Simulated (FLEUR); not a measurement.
PtSe2 (Sudovikovite): equation of state with LDA (Moruzzi-Janak-Williams)

Crystal: PtSe2 (Sudovikovite).

```xyz
3
Lattice="3.7240 0.0000 0.0000 -1.8620 3.2251 0.0000 0.0000 0.0000 5.0620" Properties=species:S:1:pos:R:3 pbc="T T T"
Pt    0.0000    0.0000    0.0000
Se    1.8620    1.0750    3.7965
Se    0.0000    2.1501    1.2655
```

```
Program                  : FLEUR MaX-R8.1 (later development tree)
Task                     : equation of state
Functional               : LDA (Moruzzi-Janak-Williams)
Potentials or basis      : all-electron
Basis                    : FLAPW
Kmax                     : 5.3 1/bohr
k mesh                   : 8 × 8 × 5
Occupations              : fermi-dirac, width 0.05 eV
Spin                     : no spin polarisation
Gmax                     : 16.4 1/bohr
Muffin-tin radii         : Pt 2.39, Se 1.85 bohr
lmax                     : Pt 10, Se 8
Local orbitals a species : Pt 5, Se 4
```

```json
{
 "Equilibrium volume": "20.24 Å³/atom",
 "Bulk modulus at fixed shape and positions": "135 GPa",
 "Pressure derivative of the bulk modulus": "4.9 (rough: it moves with the points fitted)"
}
```

Energy against volume, from the lowest point:
| volume (Å³/atom) | energy (meV/atom) |
| --- | --- |
| 19.049 | 33.24 |
| 19.455 | 13.91 |
| 20.265 | 0.00 |
| 21.076 | 13.36 |
| 21.481 | 28.37 |

Caveat: the cell was scaled at fixed shape and fractional positions, which overstates the stiffness of a crystal with free parameters, most of all of layers and chains. Spin-orbit coupling is left out, which matters for the levels of Pt.
